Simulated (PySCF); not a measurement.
Telling isomers of C₃H₆O apart by NMR

- structure optimised with GFN2-xTB
- σ from GIAO-PBE0/pcSseg-1
- couplings computed with B3LYP/pcJ-1 (spin–dipole term left out of most H,H and C,H couplings)
- program: PySCF 2.14
- no solvent, relativity neglected, a single conformation, averaged over atoms made equivalent by symmetry, fast rotation or ring inversion

δ = σ(ref) − σ, references computed at the same level: ¹H, ¹³C vs TMS. Multiplet labels drop J under 1 Hz and among equivalent protons, and merge close values. Unscaled 3J(H,H) run several per cent high. Shifts are as computed. Against solution values, carbons near 30 ppm lie about +3 ppm off and those near 130 ppm about +5 ppm. Of 1211 compounds with measured shifts, 218 miss one by over three times the rms of a fit or turn the order of signals round; such compounds aren't used in these exercises. OH and NH positions are gas-phase values without hydrogen bonding to other molecules.

(1) Tabulate the signals of `CCC=O`, `C=CCO` and their relative energies.

(2) What is the quickest way to tell CCC=O from C=CCO?

## Answers

(1) 
```json
{"SMILES": "CCC=O", "carbon types": "1×CH 1×CH2 1×CH3", "δC": "205.9, 43.0, 7.7", "δH": "10.19 (s, 1H), 2.43 (q, 2H), 1.08 (t, 3H)", "E rel. (kcal/mol)": "0.0"}
{"SMILES": "C=CCO", "carbon types": "1×CH 2×CH2", "δC": "149.2, 121.9, 71.8", "δH": "6.39 (ddt, 1H), 5.46 (dt, 1H), 5.33 (dt, 1H), 4.45 (dt, 2H), 0.31 (br s, 1H)", "E rel. (kcal/mol)": "18.3"}
```

Energies are electronic energies at PBE0/pcSseg-1 on these geometries, without zero-point or thermal terms, each for the one conformer computed, which needn't be the lowest.

(2) Both give the same number of carbon signals, but DEPT or the intensities differ. The first has a methyl carbon (CH3) at 7.7 ppm, the second a terminal =CH2 carbon at 121.9 ppm. Their most deshielded carbons lie at 205.9 and 149.2 ppm. In the proton spectra the most deshielded non-exchanging signals are 10.19 (s, 1H) and 6.39 (ddt, J = 18.1, 11.6, 6.7 Hz, 1H).
